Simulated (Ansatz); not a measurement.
# AgCl: how strain makes field gradients

```xyz
4
Lattice="1.8709 -5.5566 0.0000 1.8709 5.5566 0.0000 0.0000 0.0000 3.9240" Properties=species:S:1:pos:R:3 pbc="T T T"
Ag    1.8709    1.1496    2.9430
Ag    1.8709   -1.1496    0.9810
Cl    1.8709   -4.0613    0.9810
Cl    1.8709    4.0613    2.9430
```

Atoms are numbered in the order listed.

Structure from Materials Project entry mp-570858 (possibly hypothetical), not relaxed further.

Level of theory: DFT, PBE, all-electron PAW with datasets made for the crystal, scalar-relativistic in Ansatz 0.2.0.

Sampling and basis: a Γ-centred 9×9×8 k mesh, Fermi–Dirac smearing of 0.03 eV, cutoff 260 eV (chosen by the program for this cell), no spin polarisation.

The cell is scaled evenly. Fractional coordinates are held (clamped ions).

The columns are Cartesian components of the electric field gradient at the nuclei, in 10²¹ V/m².

Spin–orbit coupling is left out, which moves gradients at and beside heavy atoms by some per cent and at worst by a factor of two.

Only quantities that a quadratic follows smoothly over the whole series are listed; rougher ones are left out.

```csv
ln(V/Vcell),Vzz at Ag1
-0.0619,-2.74
-0.0408,-2.64
-0.0202,-2.55
0.0000,-2.47
0.0100,-2.43
0.0198,-2.39
0.0392,-2.31
0.0583,-2.24
```

Q: Fit the series and give the gradient–strain slopes.

A: Least-squares fits y = p0 + p1 x + p2 x² to the rows give Vzz at Ag1: p1 = 4.13, p2 = -3.6. The slopes p1 are in 10²¹ V/m² per unit strain, for clamped ions.

Q: One run, at ln(V/Vcell) = -0.0101, is withheld. Predict its row.

A: The fits give -2.51; the run gave -2.51.
